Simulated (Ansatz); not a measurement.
# Mo/GaN/TaN: conductance against the thickness of the layer

Aim: the conductance of Mo/GaN/TaN junctions as the barrier thickens. The lower electrode is Mo bcc(001), the upper one TaN rock salt(001); the barrier is GaN zinc blende(001) (Ga and Ga faces). In the first transport cell, after relaxation, the nearest pair of electrode and barrier is Mo–Ga at 2.81 Å, at a slant, at the lower face and Ta–Ga at 2.73 Å, at a slant, at the upper one. All share a net of side 3.217 Å, which strains the lower electrode by +2.1 %, the upper one by +2.9 % and the barrier by +0.0 %, against typed lattice constants near PBE's. The first steps treat the bulk electrodes alone.

Method: PBE DFT, plane waves, PAW files, in the first sound run; inputs show where later runs differ, in Ansatz 0.2.0.

## Step 1: The structure

It takes space group I4/mmm (No. 139, tetragonal). The conventional cell has a = 3.217 Å, b = 3.217 Å, c = 3.103 Å, α = 90.00°, β = 90.00°, γ = 90.00°. Mo has 8 Mo at 2.75 Å nearest.

## Step 2: The strained electrode, 2 atoms, electrode Mo bcc(001)

The electrode is held to the junction's net and relaxed along the normal; its spacing is used for the ideal lead layers.

input.yaml reads:

```yaml
crystal:
  lattice:
    - [3.217, 0.0, 0.0]
    - [0.0, 3.217, 0.0]
    - [0.0, 0.0, 3.1031]
  atoms:
    - { symbol: Mo, position: [0.0, 0.0, 0.0] }
    - { symbol: Mo, position: [0.5, 0.5, 0.5] }
kpoints:
  mp_grid: { grid: [10, 10, 10] }
scf:
  occupations: { method: fermi_dirac, width: 0.1 }
  max_iter: 150
hamiltonian:
  xc: pbe
relax:
  f_tol: 0.01
  max_steps: 40
  cell: { fix: [a, b, angles] }
```

Started as:

```sh
ansatz run input.yaml --threads 8 --pin off --max-ram 24576MiB --backend cpu --events-out ev --progress --plain --runs-dir out
```

Numbers of over 12 decimals in the logs are rounded to 6 here.

The program printed:

```text
Engine: ansatz 0.2.0, aarch64-unknown-linux-gnu
Pseudopotentials: kind: paw
Pseudopotential: Mo, paw, valence charge 14, recommended cutoff 420 eV (normal), Mo.paw.azcp
Functional definition: PBE
  parameter kappa = 0.804
  parameter beta = 0.066725
  exchange = pbe_x(kappa = kappa, mu = beta*pi^2/3)
  correlation = pbe_c(beta = beta)
Crystal: 2 atoms, lattice volume = 32.114 Å³
Basis set: ecut = 420 eV, 619 PW (Γ), exchange–correlation on 48×48×48 points (8 copies of the dense FFT grid, shifted against one another)
Bands: 18, of which v1, the nominal top of the filled ones, is band 14 counted from 1 (13 counted from 0)
Symmetry: 32 space group operations
Space group: I4/mmm (ITA 139), of the structure as read, at distance tolerance 3.2e-5 Å
k-points: 126 of 1000
Non-local potential: Mo, projectors of the file, l = 0: 3, l = 1: 2, l = 2: 2, l = 3: 1
PAW form: soft (Blöchl's): semilocal exchange-correlation on the pseudo side does not see the compensation charge
PAW one-centre angular grid: Mo, 590 points (default); XC on 64 Gauss nodes
Initial density: superposition of atomic densities (neutral atoms: chi_scale 0, normalization atom), corrected by the library's trained network
Initial wavefunctions: pseudopotential atomic-orbital guess
Functional: x = pbe(κ = 0.804, μ = 0.219515), c = pbe(β = 0.066725)
SCF iter   1: F=—  HF=-9912.034459 eV  |F-HF|=—  |Δ(HF+E_count)|=         —  Δρ=2.22e-3  dr2=7.68e-4  ethr=1.77e-3  ⟨swp⟩=5.1  Hψ=22745  notcnv=0
automatic band count: the SCF goes on with 22 bands, as 18 were too few: the levels above may hold too much charge
preconditioner: auto → none  [metal: Δε(μ)=0.029 eV  Ē_g=7.986 eV  σ=0.100 eV  W_gap=0.07  n_scr=6 (ndim 8)  ℏωp=22.7 eV  f_vac=0.000  D(μ)=1.29/eV (n_scr^D=6)  sad-step TF]
SCF iter   2: F=—  HF=-9912.034274 eV  |F-HF|=—  |Δ(HF+E_count)|=   1.85e-4  Δρ=1.38e-3  dr2=3.10e-4  ethr=2.74e-6  ⟨swp⟩=2.1  Hψ=4696  notcnv=0
SCF iter   3: F=—  HF=-9912.034302 eV  |F-HF|=—  |Δ(HF+E_count)|=   2.83e-5  Δρ=3.09e-4  dr2=1.57e-5  ethr=1.11e-6  ⟨swp⟩=1.8  Hψ=4148  notcnv=0
SCF iter   4: F=—  HF=-9912.034294 eV  |F-HF|=—  |Δ(HF+E_count)|=   8.25e-6  Δρ=1.11e-4  dr2=8.79e-7  ethr=5.60e-8  ⟨swp⟩=2.8  Hψ=4560  notcnv=0
iter 5 did not close the SCF: its close was put off for the readings that it lacked (scf_convergence_deferred on its scf_iter line)
SCF iter   5: F=-9912.034295 eV  HF=-9912.034295 eV  |F-HF|=6.98e-9  |Δ(HF+E_count)|=   6.51e-7  Δρ=1.06e-5  dr2=1.52e-8  ethr=3.14e-9  ⟨swp⟩=2.0  Hψ=4417  notcnv=0
SCF iter   6: F=-9912.034295 eV  HF=-9912.034295 eV  |F-HF|=8.57e-10  |Δ(HF+E_count)|=   9.61e-9  Δρ=2.76e-6  dr2=1.14e-9  ethr=5.44e-11  ⟨swp⟩=1.5  Hψ=7905  notcnv=0
SCF 1 converged in 6 iterations: F = -9912.034295 eV  dr2 = 1.14e-9
  greatest PAW one-centre occupation: 0.998 electrons in one spin orbital (limit 2), on the Mo atom at site 1 (counted from 0), in its partial waves of l = 0
relax step   1: F+E_penalty+E_count = -9912.03429482 eV  Δ(F+E_penalty+E_count) = +0.000e0 eV  max|allowed force component| = 1.657e-29 eV/Å  Δτ_max = 0.0000 Å  P = -4.154 GPa  Ω = 32.114 Å³  fix = [a, b, alpha, beta, gamma]  reactions: a -7.703, b -7.703 GPa  (6 SCF iters, dr2 threshold 1.00e-7 eV, accepted)
Crystal: 2 atoms, lattice volume = 32.843 Å³
Bands: 22, of which v1, the nominal top of the filled ones, is band 14 counted from 1 (13 counted from 0)
Initial density: handed on by an earlier stage of this run
Initial wavefunctions: those handed on with the density
iter 1 solved again at ethr=2.50e-6 eV; its pass at ethr=3.10e-3 eV (dr2=7.01e-4 eV) is discarded
SCF iter   1: F=—  HF=-9912.024407 eV  |F-HF|=—  |Δ(HF+E_count)|=         —  Δρ=2.65e-3  dr2=6.99e-4  ethr=2.50e-6  ⟨swp⟩=2.1  Hψ=16402  notcnv=0
preconditioner: auto → none  [metal: Δε(μ)=0.015 eV  Ē_g=7.787 eV  σ=0.100 eV  W_gap=0.04  n_scr=6 (ndim 8)  ℏωp=22.4 eV  f_vac=0.000  D(μ)=1.30/eV (n_scr^D=6)]
SCF iter   2: F=—  HF=-9912.024524 eV  |F-HF|=—  |Δ(HF+E_count)|=   1.17e-4  Δρ=1.31e-3  dr2=1.73e-4  ethr=2.50e-6  ⟨swp⟩=1.0  Hψ=2772  notcnv=0
SCF iter   3: F=—  HF=-9912.024577 eV  |F-HF|=—  |Δ(HF+E_count)|=   5.26e-5  Δρ=5.14e-5  dr2=3.49e-7  ethr=6.18e-7  ⟨swp⟩=1.0  Hψ=2772  notcnv=0
iter 4 did not close the SCF: its close was put off for the readings that it lacked (scf_convergence_deferred on its scf_iter line)
SCF iter   4: F=-9912.024577 eV  HF=-9912.024577 eV  |F-HF|=4.50e-9  |Δ(HF+E_count)|=   1.06e-7  Δρ=1.34e-5  dr2=1.27e-8  ethr=1.24e-9  ⟨swp⟩=2.3  Hψ=4441  notcnv=0
iter 5 did not close the SCF: its close was put off for the readings that it lacked (scf_convergence_deferred on its scf_iter line)
SCF iter   5: F=-9912.024577 eV  HF=-9912.024577 eV  |F-HF|=3.33e-10  |Δ(HF+E_count)|=   5.36e-9  Δρ=1.70e-6  dr2=4.34e-10  ethr=4.52e-11  ⟨swp⟩=2.6  Hψ=4623  notcnv=0
SCF iter   6: F=-9912.024577 eV  HF=-9912.024577 eV  |F-HF|=3.82e-11  |Δ(HF+E_count)|=  1.64e-10  Δρ=3.92e-7  dr2=5.21e-11  ethr=1.55e-12  ⟨swp⟩=1.0  Hψ=7828  notcnv=0
SCF 2 converged in 6 iterations: F = -9912.024577 eV  dr2 = 5.21e-11
relax step   2: F+E_penalty+E_count = -9912.02457680 eV  Δ(F+E_penalty+E_count) = +9.718e-3 eV  max|allowed force component| = 3.353e-29 eV/Å  Δτ_max = 0.0000 Å  P = -9.425 GPa  Ω = 32.843 Å³  energy of the carried Pulay correction = -2.019e-4 eV  fix = [a, b, alpha, beta, gamma]  (6 SCF iters, dr2 threshold 2.00e-7 eV, rejected (line search))
Crystal: 2 atoms, lattice volume = 32.332 Å³
iter 1 solved again at ethr=1.25e-6 eV; its pass at ethr=3.10e-3 eV (dr2=3.49e-4 eV) is discarded
SCF iter   1: F=—  HF=-9912.036046 eV  |F-HF|=—  |Δ(HF+E_count)|=         —  Δρ=1.85e-3  dr2=3.30e-4  ethr=1.25e-6  ⟨swp⟩=2.3  Hψ=16135  notcnv=0
preconditioner: auto → none  [metal: Δε(μ)=0.021 eV  Ē_g=7.924 eV  σ=0.100 eV  W_gap=0.05  n_scr=6 (ndim 8)  ℏωp=22.6 eV  f_vac=0.000  D(μ)=1.29/eV (n_scr^D=6)]
SCF iter   2: F=—  HF=-9912.036102 eV  |F-HF|=—  |Δ(HF+E_count)|=   5.63e-5  Δρ=9.15e-4  dr2=8.20e-5  ethr=1.18e-6  ⟨swp⟩=1.0  Hψ=2772  notcnv=0
SCF iter   3: F=—  HF=-9912.036127 eV  |F-HF|=—  |Δ(HF+E_count)|=   2.52e-5  Δρ=3.41e-5  dr2=1.53e-7  ethr=2.93e-7  ⟨swp⟩=1.0  Hψ=2772  notcnv=0
SCF iter   4: F=—  HF=-9912.036127 eV  |F-HF|=—  |Δ(HF+E_count)|=   8.91e-8  Δρ=9.83e-6  dr2=6.50e-9  ethr=5.46e-10  ⟨swp⟩=2.5  Hψ=4544  notcnv=0
SCF iter   5: F=—  HF=-9912.036127 eV  |F-HF|=—  |Δ(HF+E_count)|=   2.66e-9  Δρ=1.53e-6  dr2=2.96e-10  ethr=2.32e-11  ⟨swp⟩=2.6  Hψ=4724  notcnv=0
SCF iter   6: F=-9912.036127 eV  HF=-9912.036127 eV  |F-HF|=1.46e-11  |Δ(HF+E_count)|=  1.24e-10  Δρ=2.33e-7  dr2=1.85e-11  ethr=1.00e-12  ⟨swp⟩=5.4  Hψ=10427  notcnv=0
SCF 3 converged in 6 iterations: F = -9912.036127 eV  dr2 = 1.85e-11
relax step   3: F+E_penalty+E_count = -9912.03612726 eV  Δ(F+E_penalty+E_count) = -1.832e-3 eV  max|allowed force component| = 2.031e-29 eV/Å  Δτ_max = 0.0000 Å  P = -5.812 GPa  Ω = 32.332 Å³  energy of the carried Pulay correction = -6.085e-5 eV  fix = [a, b, alpha, beta, gamma]  reactions: a -8.648, b -8.648 GPa  (6 SCF iters, accepted)
[...]
relax step   4: F+E_penalty+E_count = -9912.03613456 eV  Δ(F+E_penalty+E_count) = -7.296e-6 eV  max|allowed force component| = 7.396e-31 eV/Å  Δτ_max = 0.0000 Å  P = -5.738 GPa  Ω = 32.322 Å³  energy of the carried Pulay correction = -5.807e-5 eV  fix = [a, b, alpha, beta, gamma]  reactions: a -8.605, b -8.605 GPa  (6 SCF iters, dr2 threshold 5.02e-8 eV, accepted)
Initial wavefunctions: pseudopotential atomic-orbital guess (no wavefunctions were taken with the density)
iter 1 solved again at ethr=1.91e-8 eV; its pass at ethr=3.10e-3 eV (dr2=5.35e-6 eV) is discarded
SCF iter   1: F=—  HF=-9912.036181 eV  |F-HF|=—  |Δ(HF+E_count)|=         —  Δρ=1.19e-4  dr2=1.08e-7  ethr=1.91e-8  ⟨swp⟩=3.0  Hψ=19499  notcnv=0
SCF iter   2: F=—  HF=-9912.036187 eV  |F-HF|=—  |Δ(HF+E_count)|=   6.13e-6  Δρ=5.95e-5  dr2=2.60e-8  ethr=3.85e-10  ⟨swp⟩=1.1  Hψ=2792  notcnv=0
SCF iter   3: F=—  HF=-9912.036189 eV  |F-HF|=—  |Δ(HF+E_count)|=   2.04e-6  Δρ=1.16e-6  dr2=1.12e-10  ethr=9.27e-11  ⟨swp⟩=1.0  Hψ=2772  notcnv=0
iter 4 did not close the SCF: its close was put off for the readings that it lacked (scf_convergence_deferred on its scf_iter line)
SCF iter   4: F=-9912.036189 eV  HF=-9912.036189 eV  |F-HF|=7.28e-12  |Δ(HF+E_count)|=  5.77e-10  Δρ=2.05e-7  dr2=3.06e-12  ethr=1.00e-12  ⟨swp⟩=2.6  Hψ=4107  notcnv=0
iter 5 did not close the SCF: its close was put off for the readings that it lacked (scf_convergence_deferred on its scf_iter line)
SCF iter   5: F=-9912.036189 eV  HF=-9912.036189 eV  |F-HF|=1.82e-12  |Δ(HF+E_count)|=  5.46e-12  Δρ=2.08e-8  dr2=6.29e-14  ethr=1.00e-12  ⟨swp⟩=1.0  Hψ=2772  notcnv=0
iter 6 did not close the SCF: its close was put off for the readings that it lacked (scf_convergence_deferred on its scf_iter line)
SCF iter   6: F=-9912.036189 eV  HF=-9912.036189 eV  |F-HF|=1.82e-12  |Δ(HF+E_count)|=  3.64e-12  Δρ=2.92e-9  dr2=1.19e-15  ethr=1.00e-12  ⟨swp⟩=1.0  Hψ=2772  notcnv=0
iter 7 did not close the SCF: its close was put off for the readings that it lacked (scf_convergence_deferred on its scf_iter line)
SCF iter   7: F=-9912.036189 eV  HF=-9912.036189 eV  |F-HF|=1.82e-12  |Δ(HF+E_count)|=    0.00e0  Δρ=8.29e-10  dr2=1.55e-16  ethr=1.00e-12  ⟨swp⟩=1.0  Hψ=2772  notcnv=0
SCF iter   8: F=-9912.036189 eV  HF=-9912.036189 eV  |F-HF|=1.82e-12  |Δ(HF+E_count)|=  1.82e-12  Δρ=3.43e-10  dr2=2.45e-17  ethr=1.00e-12  ⟨swp⟩=1.2  Hψ=6076  notcnv=0
SCF 5 converged in 8 iterations: F = -9912.036189 eV  dr2 = 2.45e-17
relax step   5: F+E_penalty+E_count = -9912.03618945 eV  Δ(F+E_penalty+E_count) = -5.489e-5 eV  max|allowed force component| = 3.944e-30 eV/Å  Δτ_max = 0.0000 Å  P = -5.739 GPa  Ω = 32.322 Å³  fix = [a, b, alpha, beta, gamma]  reactions: a -8.606, b -8.606 GPa  stress off target by 3.87e-3 GPa on what of the cell is left free  SCF on the basis re-selected at this cell (its energy is not comparable with the rows above)  (8 SCF iters)
basis re-selected at this cell: Δ(F+E_penalty+E_count) = -5.489e-5 eV, ΔP = -0.001 GPa vs the last step (what re-selecting the basis moved, of the pressure what is left beyond the Pulay correction that the steps carried, after the strain that the cell walked since its last selection, with what the two solves' SCF thresholds leave and, on support functions, any second-order correction that the steps lacked; it is no m [...]
SCF converged after 8 iterations
Free energy (F): -9912.036189 eV
Harris-Foulkes:  -9912.036189 eV  (|F-HF|=1.82e-12)
Internal energy: -9911.992996 eV  (E = F + TS)
E sigma→0 (E₀):  -9912.014593 eV
Entropy (-TS):   -0.043193 eV (-21.597 meV/atom)
Fermi energy:    20.316267 eV
--- Per-component energies (eV) ---
  E_band       = -131.138236
  E_kinetic    = 879.296720
  E_local      = -1615.922453  (includes V_loc(G=0)·N_el)
  E_nonlocal   = 284.914908
  E_hartree    = 532.524619
  E_xc         = -366.280857
  E_vxc        = -457.073020  (∫ρ·V_xc dr)
  E_paw        = -6402.175406  (= ΣΔE_a)
  E_vpaw       = -287.403712  (= ΣTr[D̂ρ^β])
  E_aug_tail   = 0.000083  (compensation charges beyond the density's cutoff)
  E_ewald      = -3224.350610
  E_smearing   = -0.043193  (= −TS)
  E_closure    = 0.000000  (closes the sum)
  Σ components = -9912.036189   (vs F -9912.036189, Δ=0.00e0)
--- Forces (eV/Å), atoms counted from 1 ---
  atom   1  Mo     0.00000000     0.00000000     0.00000000
  atom   2  Mo    -0.00000000    -0.00000000    -0.00000000
  max |Σ_I F_I| component: 3.25e-30 eV/Å
--- Stress (GPa, compression-positive) ---
       -8.606231      -0.000000      -0.000000
       -0.000000      -8.606231      -0.000000
       -0.000000      -0.000000      -0.003874
  P = ⅓ Tr σ = -5.7388 GPa (-57.388 kbar)
--- Relaxed structure (4 steps of the walk, 3 accepted, 1 SCFs on fresh bases) ---
  F+E_penalty+E_count = -9912.03618945 eV   max|allowed force component| = 3.944e-30 eV/Å   (the final SCF, on the basis selected at the relaxed cell)
  cell:  # Å, volume = 32.3223 Å³
    - [3.217, 0, 0]
    - [0, 3.217, 0.0]
    - [0, 0.0, 3.123204]
  atoms:
    - { symbol: Mo, position: [0.0, 0.0, 0.0] }
    - { symbol: Mo, position: [0.5, 0.5, 0.5] }
```

Wall time 3 s (8 threads of Arm Neoverse V1, shared host); peak memory 0.41 GiB.

The steps of the relaxation:

```
step  energy less that of the first step (eV)  largest force component (eV/Å)  pressure (GPa)  volume (Å³)
   1                                   0.0000                          0.0000           -4.15        32.11
   2                                   0.0097                          0.0000           -9.42        32.84
   3                                  -0.0018                          0.0000           -5.81        32.33
   4                                  -0.0018                          0.0000           -5.74        32.32
  5*                                  -0.0019                          0.0000           -5.74        32.32
```

Relaxation steps marked * repeat the geometry before them on a plane-wave basis chosen anew for their cell, so energy and pressure can jump there. Relaxation step 2 was tried and not accepted.

The run keeps the 32 symmetry operations that it works with, so distortions that break them were not tested.

```
conventional cell, symmetrised  before  after  change
                         a (Å)   3.217  3.217  +0.0 %
                         b (Å)   3.217  3.217  +0.0 %
                         c (Å)   3.103  3.123  +0.6 %
              volume (Å³/atom)   16.06  16.16  +0.6 %
```

Final coordinates:

```cif
data_structure
_symmetry_space_group_name_H-M 'P 1'
_symmetry_Int_Tables_number 1
_cell_length_a 3.2170
_cell_length_b 3.2170
_cell_length_c 3.1232
_cell_angle_alpha 90.000
_cell_angle_beta 90.000
_cell_angle_gamma 90.000
_cell_volume 32.32
loop_
_atom_site_label
_atom_site_type_symbol
_atom_site_fract_x
_atom_site_fract_y
_atom_site_fract_z
_atom_site_occupancy
Mo1 Mo 0.00000 0.00000 0.00000 1
Mo2 Mo 0.50000 0.50000 0.50000 1
```

This step gave:

- free energy: -9912.0362 eV
- Fermi energy: 20.32 eV
- pressure: -5.739 GPa

The cell grew by 0.6 % in volume.

[end of part 1 of 8]

[Logs are printed without paths, hosts, clocks, repeated set-up lines and the standing remarks that a program may print on its own settings, such as how far it seeks lower states.]

[Hosts, paths, dates, database ids (printed as entryN), source tags and the programs' standing remarks are cut or masked in the printed files.]
